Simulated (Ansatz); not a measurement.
## FeS2: gradients before and after relaxing the atoms

Start: a refined structure from the COD.

Space group Pa-3 (No. 205); a = 5.4178 Å.

```csv
site,Wyckoff,site symmetry,x,y,z
Fe,4a,.-3.,0.0000,0.0000,0.0000
S,8c,.3.,0.3848,0.3848,0.3848
```

One atom of each set is listed.

All values are calculated (Ansatz; DFT, PBE, plane waves and PAW, scalar-relativistic, collinear spin, 420 eV cutoff, Γ-centred 8×8×8 k-points, Fermi–Dirac smearing 0.05 eV), not measured. Start moments as typed (μB): 3 on each Fe, none on the rest.

The largest force at the start is 0.33 eV/Å. Relaxing the ions at fixed cell moves them by 0.019 Å at most (atom 9, S) and 0.015 Å rms.

```
site  moved (Å)             first shell before              first shell after  V_zz before (10²¹ V/m²)  η before
  Fe      0.000                  6 S at 2.26 Å                  6 S at 2.26 Å                    -3.70      0.00
   S      0.019  1 S at 2.16 Å, 3 Fe at 2.26 Å  1 S at 2.20 Å, 3 Fe at 2.26 Å                    14.57      0.00
```

Task: What are V_zz and η after the relaxation?

Result: 

```json
{"site": "Fe", "V_zz after": "-3.96", "η after": "0.00", "change of V_zz": "-0.26"}
{"site": "S", "V_zz after": "14.26", "η after": "0.00", "change of V_zz": "-0.31"}
```

The largest change of V_zz is on S, from 14.57 to 14.26. In per cent, |V_zz| changes by +7 on Fe, -2 on S (all sites that start above 0.5).

With these PAW files V_zz is typically within 2 to 3 % of all-electron values, but misses above 10 % occur on Fe. The start moments die out, and the run ends without spin.
After: With a gap of 0.4 eV on this mesh, the gradients can still move by some per cent as the k-mesh gets denser.
